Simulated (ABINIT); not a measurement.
**GaN (F-43m): G0W0 in ABINIT against the bands in the self-energy**

How does the gap of GaN (F-43m) converge in the bands in the self-energy?

Calculated with ABINIT 10.8.3; LDA and many-body steps on it, plane waves.

This is a report of a sequence of runs, with most program output left out.

## 1. The starting structure

Symmetry: F-43m, No. 216, cubic system. The conventional cell has a = 4.507 Å, b = 4.507 Å, c = 4.507 Å, α = 90.00°, β = 90.00°, γ = 90.00°. Nearest to Ga lie 4 N at 1.95 Å. N has 4 Ga at 1.95 Å nearest. Farther neighbours and most contacts between anions are not listed.

Coordinates:

```cif
data_structure
_symmetry_space_group_name_H-M 'F-43m'
_symmetry_Int_Tables_number 216
_cell_length_a 4.5070
_cell_length_b 4.5070
_cell_length_c 4.5070
_cell_angle_alpha 90.000
_cell_angle_beta 90.000
_cell_angle_gamma 90.000
_cell_volume 91.55
loop_
_atom_site_label
_atom_site_type_symbol
_atom_site_symmetry_multiplicity
_atom_site_Wyckoff_symbol
_atom_site_fract_x
_atom_site_fract_y
_atom_site_fract_z
_atom_site_occupancy
Ga1 Ga 4 a 0.00000 0.00000 0.00000 1
N1 N 4 c 0.25000 0.25000 0.25000 1
```

The cell and positions are those that the Materials Project relaxed with its own functionals (PBE, PBE+U or r2SCAN), kept fixed. This is not the form that GaN usually takes at ambient conditions.

## 2. Screening, 4×4×4 mesh, 77 bands, screening to 217.7 eV

This step: ABINIT 10.8.3; RPA screening on LDA, plane waves, norm-conserving pseudopotentials.

The RPA dielectric matrix is built and inverted for each q.

run.abi reads:

```
acell 3*1.0 Angstrom
rprim 
  0.000000000000 2.253500607500 2.253500607500
  2.253500607500 0.000000000000 2.253500607500
  2.253500607500 2.253500607500 0.000000000000
ntypat 2
znucl 31 7
natom 2
typat 1 2
xred 
  0.000000000000 0.000000000000 0.000000000000
  0.750000000000 0.750000000000 0.750000000000
pp_dirpath "pseudos"
pseudos "Ga.upf, N.upf"
ecut 36
ngkpt 4 4 4
nshiftk 1
shiftk 0 0 0
kptopt 1
chksymbreak 0
istwfk *1
occopt 1
irdwfk 1
optdriver 3
nband 77
ecuteps 8
inclvkb 2
awtr 1
symchi 1
indata_prefix "in"
outdata_prefix "out"
tmpdata_prefix "tmp"
```

Run with:

```bash
> OMP_NUM_THREADS=1 mpirun -n 4 abinit run.abi > log
```

It took 9.1 s on 4 MPI ranks of Arm Neoverse V2, shared host; peak memory 0.47 GiB.

This step gave:

```yaml
eps_infinity_with_local_fields_on_this_mesh_along_the_program_s_q_direction: 8.928
the_same_without_local_fields: 9.604
plasma_frequency: 32.93 eV
plane_waves_in_the_screening_matrix: 169
```

Local fields lower ε∞ by 7 %. On a Γ-centred mesh this coarse the value itself is usually too large, while a short band sum pulls it down.

## 3. 17 bands

This step: G0W0 on LDA, plane waves, norm-conserving pseudopotentials.

Changes to run.abi since step 2:

```diff
@@ -23,8 +23,15 @@
 irdwfk 1
-optdriver 3
-nband 77
+optdriver 4
+nband 17
+gwcalctyp 0
+ecutsigx 36
+symsigma 1
+nkptgw 1
+kptgw 
+  0.0000000000 0.0000000000 0.0000000000
+bdgw 
+  7 13
 ecuteps 8
-inclvkb 2
-awtr 1
-symchi 1
+irdscr 1
+ppmodel 1
 indata_prefix "in"
```

The job ended after 2.5 s (4 MPI ranks; peak memory 0.12 GiB).

This step gave:

| Quantity | Value |
| --- | --- |
| G0W0 gap on the points computed | 2.029 eV |
| starting gap on the mesh | 1.770 eV |
| k of the valence top | 0, 0, 0 |
| k of the conduction bottom | 0, 0, 0 |
| Z at the valence top | 0.802 |
| Z at the conduction bottom | 0.822 |
| least direct G0W0 gap on the computed points | 2.029 eV |

## 4. 26 bands

The self-energy is evaluated for the states that the input lists, and the levels follow from it, in one-shot runs by the linearised quasiparticle equation.

Changes to run.abi since step 3:

```diff
@@ -24,3 +24,3 @@
 optdriver 4
-nband 17
+nband 26
 gwcalctyp 0
```

The job ended after 2.6 s (4 MPI ranks; peak memory 0.12 GiB).

Numbers from this step:

```
G0W0 gap on the points computed              : 2.171 eV
starting gap on the mesh                     : 1.770 eV
k of the valence top                         : 0, 0, 0
k of the conduction bottom                   : 0, 0, 0
Z at the valence top                         : 0.796
Z at the conduction bottom                   : 0.818
least direct G0W0 gap on the computed points : 2.171 eV
```

The gap on the mesh goes from 1.77 eV to 2.17 eV, a correction of +0.40 eV.

## 5. 49 bands

Changes to run.abi since step 4:

```diff
@@ -24,3 +24,3 @@
 optdriver 4
-nband 26
+nband 49
 gwcalctyp 0
```

Wall time 3 s (4 MPI ranks); peak memory 0.12 GiB; 12 s of CPU time.

Numbers from this step:

```yaml
g0w0_gap_on_the_points_computed: 2.271 eV
starting_gap_on_the_mesh: 1.770 eV
k_of_the_valence_top: 0, 0, 0
k_of_the_conduction_bottom: 0, 0, 0
least_direct_g0w0_gap_on_the_computed_points: 2.271 eV
```

Against the run before, the gap moves by +0.100 eV.

## 6. 77 bands

Changes to run.abi since step 5:

```diff
@@ -24,3 +24,3 @@
 optdriver 4
-nband 49
+nband 77
 gwcalctyp 0
```

Run time: 3.5 s. Hardware: 4 MPI ranks; peak memory 0.45 GiB.

This step gave:

| Quantity | Value |
| --- | --- |
| G0W0 gap on the points computed | 2.332 eV |
| starting gap on the mesh | 1.770 eV |
| k of the valence top | 0, 0, 0 |
| k of the conduction bottom | 0, 0, 0 |
| least direct G0W0 gap on the computed points | 2.332 eV |

Against the run before, the gap moves by +0.061 eV.

## 7. Side by side

Times are wall times on 4 MPI ranks of Arm Neoverse V2, shared host, good to a factor of about two. A run's time includes the screening step that it read.

```
     run   mesh  bands  screening cutoff (eV)  DFT gap (eV)  gap on the mesh (eV)  direct (eV)  ε∞ used  time
17 bands  4×4×4     17                  217.7         1.770                 2.029        2.029     8.93  12 s
26 bands  4×4×4     26                  217.7         1.770                 2.171        2.171     8.93  12 s
49 bands  4×4×4     49                  217.7         1.770                 2.271        2.271     8.93  12 s
77 bands  4×4×4     77                  217.7         1.770                 2.332        2.332     8.93  13 s
```

## 8. Summary of results

| Quantity | Value |
| --- | --- |
| 17 bands | 2.029 eV |
| 26 bands | 2.171 eV |
| 49 bands | 2.271 eV |
| 77 bands | 2.332 eV |
| known limits | not at the basis limit; exchange with frozen shells missing; no spin-orbit coupling; coarse k mesh |

In words: The setting moved: bands in the self-energy. From 17 bands to 77 bands the gap moves by +0.30 eV. The last step still moves it by +0.061 eV. Bands and screening cutoff are coupled, so a series along one setting does not show full convergence. Bands and cutoff are finite, so the gap is not at the basis limit. The miss can reach some tenths of an eV and take either sign; the mesh is an error of its own. In the G0W0 runs levels were corrected at 1 k point alone, so a gap called «on the mesh» is the least over those, and an edge elsewhere would be missed. The 4×4×4 mesh is coarse for this cell, which bears on the long-range parts of exchange and screening. The norm-conserving file of at least one element keeps a d shell over frozen s and p shells of the same row. Exchange with those shells is missing from the self-energy, an error of 0.3 to 0.9 eV in cases checked, whose sign depends on which edge lies on those atoms. The many-body steps are scalar-relativistic: spin-orbit coupling is not in them.

[Paths, hosts, dates, memory and timing lines, banners, echoed tables and standing remarks are left out of the program output.]

[Logs are printed without paths, hosts, clocks, repeated set-up lines and the standing remarks that a program may print on its own settings, such as how far it seeks lower states.]

[Runs of the session that timed out or met a known fault of the program may be left out.]

[Hosts, paths, dates, database ids (printed as entryN), source tags and the programs' standing remarks are cut or masked in the printed files.]

[G0W0 gaps are taken among the corrected bands and points alone; a level outside them can change the order at an edge.]

[Where Ansatz stands beside ABINIT at settings called matched, ABINIT's density can come from a denser mesh and the files from another edition; pairs whose starting gaps differed by over 0.03 eV were left out, so agreement reads better than it is.]
